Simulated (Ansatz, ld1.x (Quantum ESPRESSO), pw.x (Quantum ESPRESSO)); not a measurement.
**Si (fcc): variants of one TM potential in the solid**

ld1.x (Quantum ESPRESSO) 7.5 input, shortened:

```
&input
   title='Si', zed=14., rel=1, dft='PBE', iswitch=3,
   config='[Ne] 3s2 3p1 3d-2'
 /
 &inputp
   pseudotype=2, tm=.true., lloc=2,
   nlcc=.false.
 /
3
3S  1  0   2.00   0.00  1.85  1.85  0.0
3P  2  1   1.00   0.00  1.80  1.80  0.0
3D  3  2  -2.00  -0.10  1.65  1.65  0.0
 &test
   configts(1)='3s2 3p1'
 /
```

Crystal test: fcc Si in pw.x 7.5, no spin, 15³ k-points, Fermi–Dirac smearing 0.01 Ry, cutoffs set for each file from its atomic test. The reference is all-electron LAPW (Ansatz 0.2.0) with the same functional, mesh and smearing; V0 and B0 come from Birch–Murnaghan fits to the pressures at five volumes. Errors are pseudo minus all-electron; Δ is the rms difference of the E(V) curves that follow from these fits, minima aligned, over ±6 % about the mean V0. Mesh and smearing are coarse, so the numbers serve the comparison and aren't converged zero-temperature values; the lattice is a test structure that the element need not adopt.

All-electron: a0 = 3.869 Å (V0 = 14.48 Å³/atom), B0 = 82.7 GPa.

Base: The logarithmic derivative shows an extra or strongly shifted pseudo pole above the reference energy (s near 0.58 Ry).

| change | cutoffs (Ry) | pw.x | a0 (Å) | a0 error (%) | B0 error (%) | Δ (meV/atom) | mean pressure error (GPa) |
| --- | --- | --- | --- | --- | --- | --- | --- |
| base | 45/180 | converged | 3.864 | -0.12 | +1.6 | 1.0 | -0.31 |
| local potential all-electron potential smoothed inside 1.85 bohr (lloc = -2) | 45/180 | converged | 3.873 | +0.11 | +0.8 | 0.8 | +0.28 |
| wave 3p (bound): rc 1.80 bohr becomes 3p (bound): rc 2.10 bohr | 45/180 | converged | 3.864 | -0.13 | +1.5 | 1.0 | -0.32 |
| reference 3s2 3p2 | 45/180 | converged | 3.864 | -0.13 | +1.4 | 1.0 | -0.32 |
| all radii scaled by about 1.34 (s 2.48, p 2.40, d 2.20 bohr) | 35/140 | converged | 3.875 | +0.15 | -0.0 | 1.1 | +0.37 |

(1) Give the row for: type ultrasoft; waves now 3s (bound): rcut 1.60, rcutus 1.85 bohr; 3s channel at 1.4 Ry: rcut 1.60, rcutus 1.85 bohr; 3p (bound): rcut 1.55, rcutus 1.80 bohr; 3p channel at 1.1 Ry: rcut 1.55, rcutus 1.80 bohr; 3d channel at -0.1 Ry: rcut 1.45, rcutus 1.65 bohr; local potential all-electron potential smoothed inside 1.30 bohr (lloc = -1); augmentation built from norm-conserving waves at rcut, not smoothed further.

Results:

(1) pw.x: converged; mean pressure error (GPa): +0.79; a0 (Å): 3.881; a0 error (%): +0.31; B0 error (%): -0.1; Δ (meV/atom): 2.4.
